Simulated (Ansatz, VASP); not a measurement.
## Two plane-wave programs on I

```
I
1.0
     4.34497    0.00000    0.00000
    -2.17249    3.76286    0.00000
     0.00000    0.00000   11.94429
I
4
Direct
  0.00000 0.00000 0.00000
  0.00000 0.00000 0.50000
  0.33333 0.66667 0.00500
  0.66667 0.33333 0.50500
```

Alike in both runs: task relaxation of cell and atoms; functional PBE; k mesh 6 × 6 × 2; occupations gaussian, width 0.1 eV; no spin polarisation.

|  | VASP | Ansatz |
| --- | --- | --- |
| version | VASP 6.6.1 | Ansatz 0.2.0 |
| potentials or method | VASP PAW PBE potentials, release 64 (I) | scalar-relativistic, plane waves, PAW |
| plane-wave cutoff (eV) | 600 | 420 |
| valence electrons in the cell | 28 | 68 |

VASP gave:

```
gap on the k mesh at the Fermi level, each at its own relaxed structure (eV) : none
relaxed volume (Å³/atom)                                                     : 78.89
relaxed cell length with the largest relative difference (Å)                 : 11.839
energy change over the relaxation (meV/atom)                                 : -2434
```

What did Ansatz give for the same quantities?

gap on the k mesh at the Fermi level, each at its own relaxed structure (eV): none; relaxed volume (Å³/atom): 65.26; relaxed cell length with the largest relative difference (Å): 9.779; energy change over the relaxation (meV/atom): -2447.

A gap of «none» marks a metal or a gap that the smearing closes. One of these differences is far larger than is usual between the two programs; its cause wasn't traced. The two sets of potentials don't hold the same shells in valence.

Caveats: the volume moved by over 15 % at a fixed basis, so the end points are rough (VASP). The runs have no spin-orbit coupling, so splittings on I are missing.
